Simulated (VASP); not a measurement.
BAs:

```
As B
1.0
     0.00000    2.38850    2.38850
     2.38850    0.00000    2.38850
     2.38850    2.38850    0.00000
As B
1 1
Direct
  0.75000 0.75000 0.75000
  0.00000 0.00000 0.00000
```

A sound run:

* Program: VASP 6.6.1
* Task: dielectric tensor
* Functional: PBE
* Potentials or basis: VASP PAW PBE potentials, release 64 (As, B)
* Cutoff: 800 eV
* k mesh: 14 × 14 × 14
* Occupations: gaussian, width 0.01 eV
* Spin: no spin polarisation

It gives band gap on the k mesh 1.20 eV, indirect (least direct gap 3.28 eV).

Question: What do these careless settings give instead: cutoff 400 eV in place of 800 eV; k mesh 5 × 5 × 5 in place of 14 × 14 × 14?

Answer: Band gap on the k mesh 1.17 eV, indirect (least direct gap 3.27 eV). The run converged, but these numbers show the error of the settings and aren't properties of the crystal.
